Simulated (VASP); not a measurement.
# Cd (Fm-3m) in VASP: equation of state

Aim: energy against volume of Cd in PBE, for its equilibrium volume and stiffness.

All numbers are computed with VASP 6.6.1; they aren't measurements. Logs are shortened: lines on timing, memory, paths and dates and some standing lists are left out, and cuts for length are marked.

### Step 1. The structure

The structure is cubic, space group Fm-3m (No. 225). Conventional cell: a = 4.436 Å, b = 4.436 Å, c = 4.436 Å, α = 90.00°, β = 90.00°, γ = 90.00°. Cd (site symmetry m-3m) is surrounded by 12 Cd at 3.14 Å.

This isn't the form of Cd at room conditions, which is hcp.

### Step 2. Equation of state, PBE, 20.52 Å³/atom (volume scaled by 0.94)

The input, INCAR:

```
SYSTEM = Cd
ALGO = Normal
EDIFF = 1E-7
ENCUT = 520
GGA = PE
ISIF = 2
ISMEAR = -1
LASPH = .TRUE.
LCHARG = .FALSE.
LREAL = .FALSE.
LWAVE = .FALSE.
NBANDS = 12
NELM = 80
PREC = Accurate
SIGMA = 0.05
```

The input, KPOINTS:

```
k-points
0
G
  10 10 10
  0 0 0
```

The input, POSCAR:

```
Cd
1.0
    0.0000000000      2.1728686822      2.1728686822
    2.1728686822      0.0000000000      2.1728686822
    2.1728686822      2.1728686822      0.0000000000
Cd
1
Direct
    0.0000000000      0.0000000000      0.0000000000
```

Potentials or basis: VASP PAW PBE potentials, release 64 (Cd).

On the command line:

```bash
$ cat potpaw_PBE.64/Cd/POTCAR > POTCAR
$ mpirun -np 1 vasp_std > vasp.out
```

OUTCAR:

```text
SYSTEM = Cd
   EDIFF = 1E-7
   ENCUT = 520
   GGA = PE
   ISIF = 2
   ISMEAR = -1
   LASPH = .TRUE.
   LREAL = .FALSE.
   NELM = 80
   PREC = Accurate

 ion  position               nearest neighbor table
   1  0.000  0.000  0.000-

  LATTYP: Found a face centered cubic cell.
 ALAT       =     4.3457373644

  Lattice vectors:

 A1 = (   0.0000000000,   2.1728686822,   2.1728686822)
 A2 = (   2.1728686822,   0.0000000000,   2.1728686822)
 A3 = (   2.1728686822,   2.1728686822,   0.0000000000)

Analysis of symmetry for initial positions (statically):
=====================================================================
 Subroutine PRICEL returns:
 Original cell was already a primitive cell.

 Routine SETGRP: Setting up the symmetry group for a
 face centered cubic supercell.

 Subroutine GETGRP returns: Found 48 space group operations
 (whereof 48 operations were pure point group operations)
 out of a pool of 48 trial point group operations.

The static configuration has the point symmetry O_h .

Analysis of symmetry for dynamics (positions and initial velocities):
=====================================================================
 Subroutine PRICEL returns:
 Original cell was already a primitive cell.

 Routine SETGRP: Setting up the symmetry group for a
 face centered cubic supercell.

 Subroutine GETGRP returns: Found 48 space group operations
 (whereof 48 operations were pure point group operations)
 out of a pool of 48 trial point group operations.

The dynamic configuration has the point symmetry O_h .

 Subroutine INISYM returns: Found 48 space group operations
 (whereof 48 operations are pure point group operations),
 and found     1 'primitive' translations

----------------------------------------------------------------------------------------

                                     Primitive cell

  volume of cell :      20.5178

  direct lattice vectors                    reciprocal lattice vectors
     0.000000000  2.172868682  2.172868682    -0.230110547  0.230110547  0.230110547
     2.172868682  0.000000000  2.172868682     0.230110547 -0.230110547  0.230110547
     2.172868682  2.172868682  0.000000000     0.230110547  0.230110547 -0.230110547

  length of vectors
     3.072900360  3.072900360  3.072900360     0.398563158  0.398563158  0.398563158

  position of ions in fractional coordinates (direct lattice)
[... 104 lines left out ...]
   NFREE  =      0    steps in history (QN), initial steepest desc. (CG)
   ISIF   =      2    stress and relaxation
   ISYM   =      2    0-nonsym 1-usesym 2-fastsym
   POTIM  = 0.5000    time-step for ionic-motion
   TEBEG  =    0.0;   TEEND  =   0.0 temperature during run
   PSTRESS=    0.0 pullay stress
   NELECT =      12.0000    total number of electrons
   NUPDOWN=      -1.0000    fix difference up-down
   EMIN   =  10.00;   EMAX   =-10.00  energy-range for DOS
   EFERMI =   0.00;   METHOD = LEGACY
   ISMEAR =    -1;   SIGMA  =   0.05  broadening in eV -4-tet -1-fermi 0-gaus
   EFERMI_NEDOS =   21; number of points for ismear=-14 and -15
   IALGO  =     38    algorithm
   IMIX   =      4    mixing-type and parameters
     AMIX     =   0.40;   BMIX     =  1.00
     AMIX_MAG =   1.60;   BMIX_MAG =  1.00
  volume/ion in A,a.u.               =      20.52       138.46
  Fermi-wavevector in a.u.,A,eV,Ry     =   1.369068  2.587164 25.502051  1.874348
  Thomas-Fermi vector in A             =   2.494976
   LORBIT       =      0    0 simple, 1 ext, 2 COOP (PROOUT), +10 PAW based schemes
   GGA     = PE    functional components
   LHFCALC =     F    Hartree Fock is set to
   AEXX    =    0.0000 exact exchange contribution
   IVDW    =     0    specifies the selected vdW correction
   LEPSILON=     F    determine dielectric tensor
   LRPA    =     F    only Hartree local field effects (RPA)
 non-spin polarized calculation
  energy-cutoff  :      520.00
  volume of cell :       20.52
 maximum number of plane-waves:       568
   NGX = 11   NGY = 11   NGZ = 11

 number of electron      12.0000001 magnetization

 Free energy of the ion-electron system (eV)
  ---------------------------------------------------
  ext. energy  EPLUGINS =         0.00000000
  ---------------------------------------------------
  free energy    TOTEN  =        -0.69648839 eV

  energy without entropy =       -0.69126376  energy(sigma->0) =       -0.69387607

 E-fermi :   3.4810     XC(G=0): -11.3180

 val. band max:        3.4606999556   @ k =  -0.4000   0.4000   0.0000
 cond. band min:       3.4902510296   @ k =  -0.4000   0.3000   0.0000
 fundamental gap:      0.0295510740
 Fermi energy:         3.4809815583

 k-point     1 :       0.0000    0.0000    0.0000
  band No.  band energies     occupation
      1      -6.0126      2.00000
      2      -6.0126      2.00000
      3      -6.0126      2.00000
      4      -5.9588      2.00000
      5      -5.4950      2.00000
      6      -5.4950      2.00000
      7      17.4169      0.00000
      8      18.8763      0.00000
      9      18.8763      0.00000
     10      18.8763      0.00000
     11      22.3619      0.00000
     12      22.3619      0.00000
[... 571 lines left out ...]
 k-point    40 :      -0.2000    0.3000    0.1000
  band No.  band energies     occupation
      1      -6.1687      2.00000
      2      -6.0963      2.00000
      3      -5.8447      2.00000
      4      -5.4062      2.00000
      5      -5.3774      2.00000
      6      -0.7462      2.00000
      7       8.2270      0.00000
      8       8.3420      0.00000
      9      13.4016      0.00000
     10      18.9951      0.00000
     11      20.8769      0.00000
     12      23.3390      0.00000

 [... further k-points ...]

------------------------ aborting loop because EDIFF is reached ----------------------------------------

  FORCE on cell =-STRESS in cart. coord.  units (eV):
  Direction    XX          YY          ZZ          XY          YZ          ZX
  --------------------------------------------------------------------------------------
  -------------------------------------------------------------------------------------
  Total        0.8395193      0.8395193      0.8395193     -0.0000000     -0.0000000     -0.0000000
  in kB       65.5557549     65.5557549     65.5557549     -0.0000000     -0.0000000     -0.0000000
  external PRESSURE =      65.5557549 kB  Pullay stress =       0.0000000 kB

 VOLUME and BASIS-vectors are now :
 -----------------------------------------------------------------------------
  energy-cutoff  :      520.00
  volume of cell :       20.52
      direct lattice vectors                 reciprocal lattice vectors
     0.000000000  2.172868682  2.172868682    -0.230110547  0.230110547  0.230110547
     2.172868682  0.000000000  2.172868682     0.230110547 -0.230110547  0.230110547
     2.172868682  2.172868682  0.000000000     0.230110547  0.230110547 -0.230110547

 POSITION                                       TOTAL-FORCE (eV/Angst)
 -----------------------------------------------------------------------------------
      0.00000      0.00000      0.00000         0.000000      0.000000      0.000000
 -----------------------------------------------------------------------------------
    total drift:                               -0.000000     -0.000000     -0.000000

  FREE ENERGIE OF THE ION-ELECTRON SYSTEM (eV)
  ---------------------------------------------------
  free  energy   TOTEN  =        -0.6964883883 eV

  energy  without entropy=       -0.6912637554  energy(sigma->0) =       -0.69387607
```

stdout:

```text
POSCAR found type information on POSCAR Cd
 POSCAR found :  1 types and       1 ions
 scaLAPACK will be used
 LDA part: xc-table for (Slater+PW92), standard interpolation
 POSCAR, INCAR and KPOINTS ok, starting setup
 FFT: planning ... GRIDC
 FFT: planning ... GRID_SOFT
 FFT: planning ... GRID
 WAVECAR not read
 entering main loop
```

It took 6.1 s on 1 thread of Intel Xeon Platinum 8488C (Sapphire Rapids), shared host; peak memory 0.13 GiB.

What came out:

| Quantity | Value |
| --- | --- |
| Free energy | -0.6965 eV |
| Pressure | 6.6 GPa |
| Band gap on the k mesh | none (metal or under the smearing width) |

### Step 3. Equation of state, PBE, 20.95 Å³/atom (volume scaled by 0.96)

The input, INCAR:

```
SYSTEM = Cd
ALGO     = Normal         ! electronic algorithm
EDIFF    = 1E-7           ! SCF threshold, eV
ENCUT    = 520            ! plane-wave cutoff, eV
GGA      = PE             ! functional
ISIF     = 2              ! what is computed and relaxed
ISMEAR   = -1             ! smearing method
LASPH    = .TRUE.         ! aspherical terms in the spheres
LCHARG   = .FALSE.        ! write CHGCAR
LREAL    = .FALSE.        ! projectors in reciprocal space
LWAVE    = .FALSE.        ! write WAVECAR
NBANDS   = 12             ! bands
NELM     = 100            ! most SCF steps
PREC     = Accurate       ! precision mode
SIGMA    = 0.05           ! smearing width, eV
```

KPOINTS is that of step 2.

The input, POSCAR:

```
Cd
1.0
    0.0000000000      2.1881710784      2.1881710784
    2.1881710784      0.0000000000      2.1881710784
    2.1881710784      2.1881710784      0.0000000000
Cd
1
Direct
    0.0000000000      0.0000000000      0.0000000000
```

Potentials or basis: VASP PAW PBE potentials, release 64 (Cd).

On the command line:

```bash
$ cat potpaw_PBE.64/Cd/POTCAR > POTCAR
$ mpirun -np 1 vasp_std > vasp.out
```

Wall time 6.9 s (1 thread of Intel Xeon Platinum 8488C (Sapphire Rapids), shared host); peak memory 0.13 GiB.

The run converged. Its results:

- Free energy: -0.7123 eV
- Pressure: 5.1 GPa
- Band gap on the k mesh: none (metal or under the smearing width)

### Step 4. Equation of state, PBE, 21.39 Å³/atom (volume scaled by 0.98)

The input, INCAR:

```
SYSTEM = Cd
  ALGO = Normal
  EDIFF = 1E-7
  ENCUT = 520
  GGA = PE
  ISIF = 2
  ISMEAR = -1
  LASPH = .True.
  LCHARG = .False.
  LREAL = .False.
  LWAVE = .False.
  NBANDS = 12
  NELM = 100
  PREC = Accurate
  SIGMA = 0.05
```

The input, KPOINTS:

```
k-points
0
Gamma
  10 10 10
  0 0 0
```

The input, POSCAR:

```
Cd
1.0
    0.0000000000      2.2032623904      2.2032623904
    2.2032623904      0.0000000000      2.2032623904
    2.2032623904      2.2032623904      0.0000000000
Cd
1
Direct
    0.0000000000      0.0000000000      0.0000000000
```

On the command line:

```bash
$ cat potpaw_PBE.64/Cd/POTCAR > POTCAR
$ mpirun -np 1 vasp_std > vasp.out
```

Run time: 5.9 s. Hardware: 1 thread of Intel Xeon Platinum 8488C (Sapphire Rapids), shared host; peak memory 0.14 GiB.

The run converged. Its results:

```
Free energy            : -0.7244 eV
Pressure               : 3.8 GPa
Band gap on the k mesh : none (metal or under the smearing width)
```

### Step 5. Equation of state, PBE, 22.26 Å³/atom (volume scaled by 1.02)

The input, INCAR:

```
SYSTEM = Cd
PREC = Accurate
ENCUT = 520
EDIFF = 1E-7
ISMEAR = -1
SIGMA = 0.05
LREAL = .FALSE.
LASPH = .TRUE.
NELM = 80
ALGO = Normal
ISIF = 2
LWAVE = .FALSE.
LCHARG = .FALSE.
GGA = PE
NBANDS = 12
```

The input, KPOINTS:

```
regular mesh
0
G
  10 10 10
  0 0 0
```

The input, POSCAR:

```
Cd
1.0
    0.0000000000      2.2328399116      2.2328399116
    2.2328399116      0.0000000000      2.2328399116
    2.2328399116      2.2328399116      0.0000000000
Cd
1
Direct
    0.0000000000      0.0000000000      0.0000000000
```

On the command line:

```bash
$ cat potpaw_PBE.64/Cd/POTCAR > POTCAR
$ mpirun -np 1 vasp_std > vasp.out
```

Wall time 6.4 s (1 thread of Intel Xeon Platinum 8488C (Sapphire Rapids), shared host); peak memory 0.13 GiB.

It converged, with:

- Free energy: -0.7386 eV
- Pressure: 1.5 GPa
- Band gap on the k mesh: none (metal or under the smearing width)

### Step 6. Equation of state, PBE, 22.70 Å³/atom (volume scaled by 1.04)

Changes to INCAR since step 5:

```diff
@@ -8,3 +8,3 @@
 LASPH = .TRUE.
-NELM = 80
+NELM = 100
 ALGO = Normal
```

KPOINTS is that of step 5.

The input, POSCAR:

```
Cd
1.0
    0.0000000000      2.2473392783      2.2473392783
    2.2473392783      0.0000000000      2.2473392783
    2.2473392783      2.2473392783      0.0000000000
Cd
1
Direct
    0.0000000000      0.0000000000      0.0000000000
```

Potentials or basis: VASP PAW PBE potentials, release 64 (Cd).

On the command line:

```bash
$ cat potpaw_PBE.64/Cd/POTCAR > POTCAR
$ mpirun -np 1 vasp_std > vasp.out
```

Wall time 6.3 s (1 thread of Intel Xeon Platinum 8488C (Sapphire Rapids), shared host); peak memory 0.13 GiB.

It converged, with:

```yaml
Free_energy: -0.7415 eV
Pressure: 0.6 GPa
Band_gap_on_the_k_mesh: none (metal or under the smearing width)
```

### Step 7. Equation of state, PBE, 23.14 Å³/atom (volume scaled by 1.06)

The input, INCAR:

```
PREC = Accurate ; ENCUT = 520
EDIFF = 1E-7 ; ISMEAR = -1
SIGMA = 0.05 ; LREAL = F
LASPH = T ; NELM = 80
ALGO = Normal ; ISIF = 2
LWAVE = F ; LCHARG = F
GGA = PE ; NBANDS = 12
```

The input, KPOINTS:

```
regular mesh
0
Gamma
  10 10 10
```

The input, POSCAR:

```
Cd
1.0
    0.0000000000      2.2616539272      2.2616539272
    2.2616539272      0.0000000000      2.2616539272
    2.2616539272      2.2616539272      0.0000000000
Cd
1
Direct
    0.0000000000      0.0000000000      0.0000000000
```

Potentials or basis: VASP PAW PBE potentials, release 64 (Cd).

On the command line:

```bash
$ cat potpaw_PBE.64/Cd/POTCAR > POTCAR
$ mpirun -np 1 vasp_std > vasp.out
```

OUTCAR:

```text
PREC = Accurate
   ENCUT = 520
   EDIFF = 1E-7
   ISMEAR = -1
   LREAL = F
   LASPH = T
   NELM = 80
   ISIF = 2
   GGA = PE

 ion  position               nearest neighbor table
   1  0.000  0.000  0.000-

  LATTYP: Found a face centered cubic cell.
 ALAT       =     4.5233078544

  Lattice vectors:

 A1 = (   0.0000000000,   2.2616539272,   2.2616539272)
 A2 = (   2.2616539272,   0.0000000000,   2.2616539272)
 A3 = (   2.2616539272,   2.2616539272,   0.0000000000)

Analysis of symmetry for initial positions (statically):
=====================================================================
 Subroutine PRICEL returns:
 Original cell was already a primitive cell.

 Routine SETGRP: Setting up the symmetry group for a
 face centered cubic supercell.

 Subroutine GETGRP returns: Found 48 space group operations
 (whereof 48 operations were pure point group operations)
 out of a pool of 48 trial point group operations.

The static configuration has the point symmetry O_h .

Analysis of symmetry for dynamics (positions and initial velocities):
=====================================================================
 Subroutine PRICEL returns:
[... 191 lines left out ...]
      6      -5.9358      2.00000
      7      16.1145      0.00000
      8      16.8028      0.00000
      9      16.8028      0.00000
     10      16.8028      0.00000
     11      20.0904      0.00000
     12      20.0904      0.00000
[... 571 lines left out ...]
 k-point    40 :      -0.2000    0.3000    0.1000
  band No.  band energies     occupation
      1      -6.6612      2.00000
      2      -6.6114      2.00000
      3      -6.3946      2.00000
      4      -6.0699      2.00000
      5      -6.0633      2.00000
      6      -1.3037      2.00000
      7       6.9703      0.00000
      8       7.0001      0.00000
      9      11.7639      0.00000
     10      17.0677      0.00000
     11      18.9496      0.00000
     12      20.8848      0.00000

 [... further k-points ...]

------------------------ aborting loop because EDIFF is reached ----------------------------------------

  FORCE on cell =-STRESS in cart. coord.  units (eV):
  Direction    XX          YY          ZZ          XY          YZ          ZX
  --------------------------------------------------------------------------------------
  -------------------------------------------------------------------------------------
  Total       -0.0339087     -0.0339087     -0.0339087     -0.0000000      0.0000000      0.0000000
  in kB       -2.3480843     -2.3480843     -2.3480843     -0.0000000      0.0000000      0.0000000
  external PRESSURE =      -2.3480843 kB  Pullay stress =       0.0000000 kB

 VOLUME and BASIS-vectors are now :
 -----------------------------------------------------------------------------
  energy-cutoff  :      520.00
  volume of cell :       23.14
      direct lattice vectors                 reciprocal lattice vectors
     0.000000000  2.261653927  2.261653927    -0.221077148  0.221077148  0.221077148
     2.261653927  0.000000000  2.261653927     0.221077148 -0.221077148  0.221077148
     2.261653927  2.261653927  0.000000000     0.221077148  0.221077148 -0.221077148

 POSITION                                       TOTAL-FORCE (eV/Angst)
 -----------------------------------------------------------------------------------
      0.00000      0.00000      0.00000         0.000000     -0.000000      0.000000
 -----------------------------------------------------------------------------------
    total drift:                                0.000000     -0.000000     -0.000000

  FREE ENERGIE OF THE ION-ELECTRON SYSTEM (eV)
  ---------------------------------------------------
  free  energy   TOTEN  =        -0.7419685441 eV

  energy  without entropy=       -0.7385954977  energy(sigma->0) =       -0.74028202
```

OSZICAR:

```text
N       E                     dE             d eps       ncg     rms          rms(c)
DAV:   1     0.709768431728E+02    0.70977E+02   -0.69886E+03  1176   0.991E+02
DAV:   2     0.539919315151E+00   -0.70437E+02   -0.66880E+02  1216   0.237E+02
DAV:   3    -0.778196176791E+00   -0.13181E+01   -0.13174E+01  1356   0.362E+01
DAV:   4    -0.779948186222E+00   -0.17520E-02   -0.17520E-02  1284   0.130E+00
DAV:   5    -0.779952451952E+00   -0.42657E-05   -0.42657E-05  1324   0.646E-02    0.264E+00
DAV:   6    -0.742793980007E+00    0.37158E-01   -0.10387E-01  1352   0.401E+00    0.218E+00
DAV:   7    -0.741571279633E+00    0.12227E-02   -0.98075E-03  1284   0.101E+00    0.110E+00
DAV:   8    -0.741929633556E+00   -0.35835E-03   -0.14084E-03  1208   0.496E-01    0.580E-02
DAV:   9    -0.741964264647E+00   -0.34631E-04   -0.15812E-05  1340   0.375E-02    0.102E-02
DAV:  10    -0.741968690940E+00   -0.44263E-05   -0.34627E-06  1228   0.204E-02    0.119E-03
DAV:  11    -0.741968590783E+00    0.10016E-06   -0.14036E-08   844   0.115E-03    0.541E-04
DAV:  12    -0.741968544065E+00    0.46718E-07   -0.42981E-09   664   0.813E-04
   1 F= -.74196854E+00 E0= -.74028202E+00  d E =-.337305E-02
```

stdout:

```text
POSCAR found type information on POSCAR Cd
 POSCAR found :  1 types and       1 ions
 scaLAPACK will be used
 LDA part: xc-table for (Slater+PW92), standard interpolation
 POSCAR, INCAR and KPOINTS ok, starting setup
 FFT: planning ... GRIDC
 FFT: planning ... GRID_SOFT
 FFT: planning ... GRID
 WAVECAR not read
 entering main loop
```

It took 6.5 s on 1 thread of Intel Xeon Platinum 8488C (Sapphire Rapids), shared host; peak memory 0.13 GiB.

Results:

| Quantity | Value |
| --- | --- |
| Free energy | -0.7420 eV |
| Pressure | -0.2 GPa |
| Band gap on the k mesh | none (metal or under the smearing width) |

### Step 8. Equation of state, PBE

Potentials or basis: VASP PAW PBE potentials, release 64 (Cd).

This step only gathers the single runs of the series.

Results:

```
Equilibrium volume                      : 23.01 Å³/atom
Bulk modulus                            : 43 GPa
Pressure derivative of the bulk modulus : 4.9
```

Energy against volume, from the lowest point:
| volume (Å³/atom) | energy (meV/atom) |
| --- | --- |
| 20.518 | 45.48 |
| 20.954 | 29.65 |
| 21.391 | 17.61 |
| 21.827 | 8.97 |
| 22.264 | 3.36 |
| 22.701 | 0.48 |
| 23.137 | 0.00 |
